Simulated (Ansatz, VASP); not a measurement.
**Two plane-wave programs on Ru**

```
CELL_PARAMETERS angstrom
2.70600 0.00000 0.00000
1.35300 2.34346 0.00000
0.00000 0.00000 25.96400
ATOMIC_POSITIONS crystal
Ru 0.00000 0.00000 0.33508
Ru 0.33333 0.33333 0.41754
Ru 0.00000 0.00000 0.50000
Ru 0.33333 0.33333 0.58246
Ru 0.00000 0.00000 0.66492
```

Alike in both runs: task relaxation of the atoms; functional PBE; k mesh 16 × 16 × 1; occupations gaussian, width 0.1 eV; no spin polarisation.

|  | VASP | Ansatz |
| --- | --- | --- |
| version | VASP 6.6.1 | Ansatz 0.2.0 |
| potentials or method | VASP PAW PBE potentials, release 64 (Ru_pv) | scalar-relativistic, plane waves, PAW |
| plane-wave cutoff (eV) | 520 | 420 |
| valence electrons in the cell | 70 | 80 |

```tsv
	VASP	Ansatz	Ansatz less VASP
gap on the k mesh at the Fermi level, each at its own relaxed structure (eV)	none	none	-
energy change over the relaxation (meV/atom)	-8	-8	-0.2
```

A gap of «none» marks a metal or a gap that the smearing closes. The two sets of potentials don't hold the same shells in valence. Ansatz warned: «xc_potential_rough_in_thin_density».
